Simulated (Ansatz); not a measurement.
# Copper, dhcp under PBE: structure, energy and stiffness

The plan for copper in the dhcp structure: relax it, solve it on a dense k-mesh, then scale the cell to 7 volumes from 88 to 112 % of the relaxed one and try a fit of the equation of state. Spin polarisation is left out. The k-meshes are 14×14×4 for the relaxation; 18×18×5 for the dense run; 16×16×5 for the volumes.

Program: Ansatz 0.2.0. Level of theory: DFT PBE, plane waves (420 eV) with PAW, scalar-relativistic. These are calculated values, not measurements.

## 1. The structure to begin with

The structure is hexagonal, space group P6_3/mmc (No. 194). Conventional cell: a = 2.556 Å, b = 2.556 Å, c = 8.348 Å, α = 90.00°, β = 90.00°, γ = 120.00°. Cu (site symmetry -3m) is surrounded by 12 Cu at 2.56 Å. Cu (site symmetry -6m2) has 12 Cu at 2.56 Å as nearest neighbours.

Structure file:

```
Cu
1.0
     2.55616    0.00000    0.00000
    -1.27808    2.21370    0.00000
     0.00000    0.00000    8.34842
Cu
4
Cartesian
  0.0000 0.0000 0.0000
  0.0000 0.0000 4.1742
  0.0000 1.4758 2.0871
  1.2781 0.7379 6.2613
```

## 2. Geometry optimisation

File input.yaml:

```yaml
crystal:
  lattice:
    - [2.5561591618, 0.0, 0.0]
    - [-1.2780795809, 2.2136987702, 0.0]
    - [0.0, 0.0, 8.3484158223]
  atoms:
    - { symbol: Cu, position: [0.0, 0.0, 0.0] }
    - { symbol: Cu, position: [0.0, 0.0, 0.5] }
    - { symbol: Cu, position: [0.3333333333, 0.6666666667, 0.25] }
    - { symbol: Cu, position: [0.6666666667, 0.3333333333, 0.75] }
hamiltonian:
  xc: pbe
  pseudopotentials:
    kind: paw
    azcp:
      Cu: "pseudopotentials/Cu.paw.azcp"
basis:
  ecutwfc: 420
  fft_grid_basis: typed
kpoints:
  mp_grid: { grid: [14, 14, 4], shift: [0, 0, 0] }
magnetization:
  spin_polarized: false
scf:
  occupations: { method: fermi_dirac, width: 0.1 }
relax:
  max_steps: 60
  f_tol: 0.01
  cell: {}
```

On the command line:

```console
$ ansatz run input.yaml --threads 1 --pin off --max-ram 3584MiB --backend cpu --events-out ev --progress --plain --runs-dir out
```

Log, shortened:

```text
[...]
Pseudopotentials: kind: paw
Pseudopotential: Cu, paw, valence charge 19, recommended cutoff 420 eV (normal), <dir>
Functional definition: PBE
[...]
Crystal: 4 atoms, lattice volume = 47.240 Å³
Basis set: ecut = 420 eV, 945 PW (Γ), exchange–correlation on 36×36×120 points (8 copies of the dense FFT grid, shifted against one another)
Bands: 46, of which v1, the nominal top of the filled ones, is band 38 counted from 1 (37 counted from 0)
Symmetry: 24 space group operations
Space group: P63/mmc (ITA 194), of the structure as read, at distance tolerance 3.6e-5 Å
k-points: 72 of 784
[...]
SCF iter   1: F=—  HF=-26500.692260 eV  |F-HF|=—  |Δ(HF+E_count)|=         —  Δρ=1.41e-3  dr2=6.30e-4  ethr=1.77e-3  ⟨swp⟩=5.2  Hψ=10352  notcnv=0  defer=92
[...]
relax step   1: F+E_penalty+E_count = -26500.69279391 eV  Δ(F+E_penalty+E_count) = +0.000e0 eV  max|allowed force component| = 4.626e-18 eV/Å  Δτ_max = 0.0000 Å  P = +1.924 GPa  Ω = 47.240 Å³  (7 SCF iters, dr2 threshold 1.00e-7 eV, accepted)
[...]
relax step   3: F+E_penalty+E_count = -26500.69607191 eV  Δ(F+E_penalty+E_count) = -6.667e-4 eV  max|allowed force component| = 4.626e-18 eV/Å  Δτ_max = 0.0000 Å  P = +0.024 GPa  Ω = 47.868 Å³  energy of the carried Pulay correction = -4.911e-4 eV  (6 SCF iters, dr2 threshold 4.00e-7 eV, accepted)
[...]
relax step   4: F+E_penalty+E_count = -26500.69652813 eV  Δ(F+E_penalty+E_count) = -4.562e-4 eV  max|allowed force component| = 4.626e-18 eV/Å  Δτ_max = 0.0000 Å  P = +0.009 GPa  Ω = 47.868 Å³  stress off target by 1.08e-2 GPa  SCF on the basis re-selected at this cell (its energy is not [...]
SCF converged after 6 iterations
Free energy (F): -26500.696528 eV
[...]
E sigma→0 (E₀):  -26500.673271 eV
Entropy (-TS):   -0.046514 eV (-11.628 meV/atom)
Fermi energy:    16.439365 eV
[...]
--- Forces (eV/Å), atoms counted from 1 ---
  atom   1  Cu     0.00000000    -0.00000000     0.00000000
  atom   2  Cu     0.00000000     0.00000000     0.00000000
  atom   3  Cu     0.00000000    -0.00000000     0.00000000
  atom   4  Cu     0.00000000     0.00000000     0.00000000
[...]
--- Stress (GPa, compression-positive) ---
        0.010803       0.000000       0.000000
        0.000000       0.010803       0.000000
        0.000000       0.000000       0.006553
  P = ⅓ Tr σ = 0.0094 GPa (0.094 kbar)
--- Relaxed structure (3 steps of the walk, 3 accepted, 1 SCFs on fresh bases) ---
  F+E_penalty+E_count = -26500.69652813 eV   max|allowed force component| = 4.626e-18 eV/Å   (the final SCF, on the basis selected at the relaxed cell)
  cell:  # Å, volume = 47.8681 Å³
    - [2.567472061460008, 0.0, 0.0]
    - [-1.283736030730004, 2.223496028731169, 3.6084316413709846e-19]
    - [0.0, 1.3608304893962038e-18, 8.385011520163989]
  atoms:
    - { symbol: Cu, position: [-6.100919986468914e-36, 1.144147762399858e-35, 5.7650047699597785e-36] }
    - { symbol: Cu, position: [-2.407412430484045e-35, 0.0, 0.49999999999999994] }
    - { symbol: Cu, position: [0.3333333333333332, 0.6666666666666666, 0.24999999999999997] }
    - { symbol: Cu, position: [0.6666666666666666, 0.3333333333333333, 0.75] }
```

Wall time 38 s (1 thread of Intel Xeon Platinum 8259CL at 2.50GHz (Skylake/Cascade Lake), shared host); peak memory 0.59 GiB.

The steps of the relaxation:

```tsv
step	energy change (meV/atom)	largest force (eV/Å)	pressure (GPa)	volume (Å³/atom)
1	0.00	0.0000	1.92	11.810
2	-0.65	0.0000	0.93	11.891
3	-0.82	0.0000	0.02	11.967
4	-0.93	0.0000	0.01	11.967
```

Steps that repeat a cell are solved on a basis chosen anew, so their changes of energy are no gain of the relaxation.

The cell of the run, before and after:

|  | before | after | change |
| --- | --- | --- | --- |
| a (Å) | 2.556 | 2.567 | +0.4 % |
| b (Å) | 2.556 | 2.567 | +0.4 % |
| c (Å) | 8.348 | 8.385 | +0.4 % |
| volume (Å³/atom) | 11.810 | 11.967 | +1.3 % |
| shortest distance (Å) | 2.556 | 2.567 | +0.4 % |
| space group (spins left aside) | P6_3/mmc | P6_3/mmc | same |

## 3. Single point on a dense mesh

File input.yaml:

```yaml
crystal:
  lattice:
    - [2.5674720615, 0.0, 0.0]
    - [-1.2837360307, 2.2234960287, 0.0]
    - [0.0, 0.0, 8.3850115202]
  atoms:
    - { symbol: Cu, position: [1.0, 0.0, 0.0] }
    - { symbol: Cu, position: [1.0, 1.0, 0.5] }
    - { symbol: Cu, position: [0.3333333333, 0.6666666667, 0.25] }
    - { symbol: Cu, position: [0.6666666667, 0.3333333333, 0.75] }
hamiltonian:
  xc: pbe
  pseudopotentials:
    kind: paw
    azcp:
      Cu: "pseudopotentials/Cu.paw.azcp"
basis:
  ecutwfc: 420
  fft_grid_basis: typed
kpoints:
  mp_grid: { grid: [18, 18, 5], shift: [0, 0, 0] }
magnetization:
  spin_polarized: false
scf:
  occupations: { method: fermi_dirac, width: 0.1 }
```

On the command line:

```console
$ ansatz run input.yaml --threads 1 --pin off --max-ram 3584MiB --backend cpu --events-out ev --progress --plain --runs-dir out
```

Log, shortened:

```text
[...]
[... 3 set-up lines as earlier in the session ...]
[...]
Crystal: 4 atoms, lattice volume = 47.868 Å³
Basis set: ecut = 420 eV, 959 PW (Γ)
Bands: 43, of which v1, the nominal top of the filled ones, is band 38 counted from 1 (37 counted from 0)
[... 2 set-up lines as earlier in the session ...]
k-points: 111 of 1620
[...]
SCF iter   1: F=—  HF=-26500.699173 eV  |F-HF|=—  |Δ(HF+E_count)|=         —  Δρ=1.23e-3  dr2=3.93e-4  ethr=1.77e-3  ⟨swp⟩=4.6  Hψ=14053  notcnv=0
[...]
SCF iter   7: F=-26500.699713 eV  HF=-26500.699713 eV  |F-HF|=5.17e-10  |Δ(HF+E_count)|=   4.36e-8  Δρ=4.76e-6  dr2=9.60e-9  ethr=1.32e-10  ⟨swp⟩=3.0  Hψ=11725  notcnv=0
[...]
SCF converged after 7 iterations
Free energy (F): -26500.699713 eV
[...]
E sigma→0 (E₀):  -26500.677586 eV
Entropy (-TS):   -0.044255 eV (-11.064 meV/atom)
Fermi energy:    16.473995 eV
[...]
```

It took 14 s on 1 thread of Intel Xeon Platinum 8259CL at 2.50GHz (Skylake/Cascade Lake), shared host; peak memory 0.6 GiB.

## 4. At 88 % of the relaxed volume

input.yaml, as its differences from that of step 3:

```diff
@@ -2,5 +2,5 @@
   lattice:
-    - [2.5674720615, 0.0, 0.0]
-    - [-1.2837360307, 2.2234960287, 0.0]
-    - [0.0, 0.0, 8.3850115202]
+    - [2.4603673235, 0.0, 0.0]
+    - [-1.2301836618, 2.1307406048, 0.0]
+    - [0.0, 0.0, 8.0352221399]
   atoms:
@@ -20,3 +20,3 @@
 kpoints:
-  mp_grid: { grid: [18, 18, 5], shift: [0, 0, 0] }
+  mp_grid: { grid: [16, 16, 5], shift: [0, 0, 0] }
 magnetization:
@@ -25 +25,4 @@
   occupations: { method: fermi_dirac, width: 0.1 }
+  lower_state_search: "off"
+output:
+  stress: true
```

On the command line:

```console
$ ansatz run input.yaml --threads 1 --pin off --max-ram 3584MiB --backend cpu --events-out ev --progress --plain --runs-dir out
```

Log, shortened:

```text
[...]
[... 3 set-up lines as earlier in the session ...]
[...]
Crystal: 4 atoms, lattice volume = 42.124 Å³
Basis set: ecut = 420 eV, 789 PW (Γ)
Bands: 43, of which v1, the nominal top of the filled ones, is band 38 counted from 1 (37 counted from 0)
[... 1 set-up line as earlier in the session ...]
Space group: P63/mmc (ITA 194), of the structure as read, at distance tolerance 3.5e-5 Å
k-points: 90 of 1280
[...]
SCF iter   1: F=—  HF=-26500.308214 eV  |F-HF|=—  |Δ(HF+E_count)|=         —  Δρ=1.62e-3  dr2=6.92e-4  ethr=1.77e-3  ⟨swp⟩=4.9  Hψ=11557  notcnv=0
[...]
SCF iter   7: F=-26500.309133 eV  HF=-26500.309133 eV  |F-HF|=8.33e-10  |Δ(HF+E_count)|=   4.27e-8  Δρ=7.65e-6  dr2=1.83e-8  ethr=1.32e-10  ⟨swp⟩=4.0  Hψ=14094  notcnv=0
[...]
SCF converged after 7 iterations
Free energy (F): -26500.309133 eV
[...]
E sigma→0 (E₀):  -26500.287408 eV
Entropy (-TS):   -0.043449 eV (-10.862 meV/atom)
Fermi energy:    19.377374 eV
[...]
--- Stress (GPa, compression-positive) ---
       24.647139      -0.000000       0.000000
        0.000000      24.647139      -0.000000
        0.000000      -0.000000      24.849852
  P = ⅓ Tr σ = 24.7147 GPa (247.147 kbar)
```

Run time: 11 s. Hardware: 1 thread of Intel Xeon Platinum 8259CL at 2.50GHz (Skylake/Cascade Lake), shared host; peak memory 0.58 GiB.

## 5. At 92 % of the relaxed volume

input.yaml, as its differences from that of step 4:

```diff
@@ -2,5 +2,5 @@
   lattice:
-    - [2.4603673235, 0.0, 0.0]
-    - [-1.2301836618, 2.1307406048, 0.0]
-    - [0.0, 0.0, 8.0352221399]
+    - [2.4970946386, 0.0, 0.0]
+    - [-1.2485473193, 2.1625473927, 0.0]
+    - [0.0, 0.0, 8.1551685122]
   atoms:
@@ -28 +28,5 @@
   stress: true
+  write_density: true
+  write_potential: true
+  elf: true
+  volumetric_format: npy
```

On the command line:

```console
$ ansatz run input.yaml --threads 1 --pin off --max-ram 3584MiB --backend cpu --events-out ev --progress --plain --runs-dir out
```

Log, shortened:

```text
[...]
[... 3 set-up lines as earlier in the session ...]
[...]
Crystal: 4 atoms, lattice volume = 44.039 Å³
Basis set: ecut = 420 eV, 837 PW (Γ)
Bands: 46, of which v1, the nominal top of the filled ones, is band 38 counted from 1 (37 counted from 0)
[... 2 set-up lines as earlier in the session ...]
k-points: 90 of 1280
[...]
SCF iter   1: F=—  HF=-26500.539872 eV  |F-HF|=—  |Δ(HF+E_count)|=         —  Δρ=1.59e-3  dr2=7.70e-4  ethr=1.77e-3  ⟨swp⟩=5.2  Hψ=13014  notcnv=0  defer=110
[...]
SCF iter   7: F=-26500.540543 eV  HF=-26500.540543 eV  |F-HF|=8.07e-9  |Δ(HF+E_count)|=   1.50e-8  Δρ=5.89e-6  dr2=1.93e-8  ethr=1.32e-10  ⟨swp⟩=10.8  Hψ=27465  notcnv=0
[...]
SCF converged after 7 iterations
Free energy (F): -26500.540543 eV
[...]
E sigma→0 (E₀):  -26500.518564 eV
Entropy (-TS):   -0.043958 eV (-10.990 meV/atom)
Fermi energy:    18.315683 eV
[...]
--- Stress (GPa, compression-positive) ---
       14.379993      -0.000000      -0.000000
        0.000000      14.379993      -0.000000
       -0.000000      -0.000000      14.521776
  P = ⅓ Tr σ = 14.4273 GPa (144.273 kbar)
--- Band table (eV; the first three rows and the last of 90) ---
[...]
```

Run time: 12 s. Hardware: 1 thread of Intel Xeon Platinum 8259CL at 2.50GHz (Skylake/Cascade Lake), shared host; peak memory 0.6 GiB.

Density in a lattice plane of the grid's cell (edges 2.50 and 8.16 Å, at 0.000 of the third edge), which holds Cu.

Ten even steps from ' ' (0.23 e/Å³) to '@' (70.06 e/Å³):
```
::..          ..
                
                
                
                
                
                
                
::..          ..
@@--          --
::..          ..
                
                
                
                
                
                
                
::..          ..
@@==          ==
```
Columns run along the first of these edges and rows up along the second, over one cell in 8 and 20 even steps from the bottom left corner. Atoms in the plane (fractional): Cu at (0.00, 0.00), Cu at (0.00, 0.50).

ELF in the same plane.

Values, 12 rows by 6 columns:
```
0.23 0.19 0.19 0.26 0.19 0.19
0.29 0.26 0.18 0.16 0.18 0.26
0.30 0.20 0.18 0.20 0.18 0.20
0.29 0.26 0.18 0.16 0.18 0.26
0.22 0.19 0.18 0.26 0.18 0.19
0.92 0.48 0.18 0.21 0.18 0.48
0.22 0.19 0.18 0.26 0.18 0.19
0.29 0.26 0.18 0.16 0.18 0.26
0.30 0.20 0.18 0.20 0.18 0.20
0.29 0.26 0.18 0.16 0.18 0.26
0.23 0.19 0.19 0.26 0.19 0.19
0.93 0.50 0.19 0.21 0.19 0.50
```
Columns run along the first of these edges and rows up along the second, over one cell in 6 and 12 even steps from the bottom left corner. Atoms in the plane (fractional): Cu at (0.00, 0.00), Cu at (0.00, 0.50).

Both are smooth fields of the valence electrons: close to the nuclei they are not physical.

(Part 1 of 2 ends here.)
